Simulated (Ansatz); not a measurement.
# Be3S: the cost of one run

Computed with Ansatz 0.2.0 (DFT PBE, scalar-relativistic, plane waves, PAW, unless a step's input says otherwise).

## (1) The starting structure

It takes space group P6/mmm (No. 191, hexagonal). The conventional cell has a = 3.688 Å, b = 3.688 Å, c = 3.892 Å, α = 90.00°, β = 90.00°, γ = 120.00°. Around Be (site symmetry 6/mmm) lie 2 S at 1.95 Å. Be (site symmetry -6m2) is surrounded by 3 Be at 2.13 Å and 3 S at 2.13 Å. S (site symmetry 6/mmm) is surrounded by 8 Be at 1.95 to 2.13 Å.

As a file:

```
CELL_PARAMETERS angstrom
3.68768 0.00000 0.00000
-1.84384 3.19363 0.00000
0.00000 0.00000 3.89197
ATOMIC_POSITIONS crystal
Be 0.00000 0.00000 0.50000
Be 0.33333 0.66667 0.00000
Be 0.66667 0.33333 0.00000
S 0.00000 0.00000 0.00000
```

This is candidate A: Li3N type (P6/mmm, No. 191).

(A quick probe on a coarse mesh, which set the mesh and smearing, is not shown.)

## (3) A loose first relaxation (candidate A)

Contents of input.yaml:

```yaml
crystal:
  lattice:
    - [3.6876833441, 0.0, 0.0]
    - [-1.8438416721, 3.1936274572, 0.0]
    - [0.0, 0.0, 3.8919670949]
  atoms:
    - { symbol: Be, position: [0.0, 0.0, 0.5] }
    - { symbol: Be, position: [0.3333333333, 0.6666666667, 0.0] }
    - { symbol: Be, position: [0.6666666667, 0.3333333333, 0.0] }
    - { symbol: S, position: [0.0, 0.0, 0.0] }
basis:
  ecutwfc: 420
kpoints:
  mp_grid: { grid: [6, 6, 4] }
hamiltonian:
  xc: pbe
scf:
  occupations: { method: gaussian, width: 0.1 }
  lower_state_search: "off"
output:
  forces: true
  stress: true
  eigenvalues: true
relax:
  adjacent_minimum: "off"
  f_tol: 0.04
  max_steps: 70
  cell: { stress_tol: 0.4 }
```

The run is started by

```sh
> ansatz run input.yaml --threads 1 --pin off --max-ram 2560MiB --backend cpu --events-out ev --progress --plain --runs-dir out
```

What time and memory should one allow on 1 thread of Arm Neoverse V2, shared host?

About 6.8 s, with a peak of 0.29 GiB.
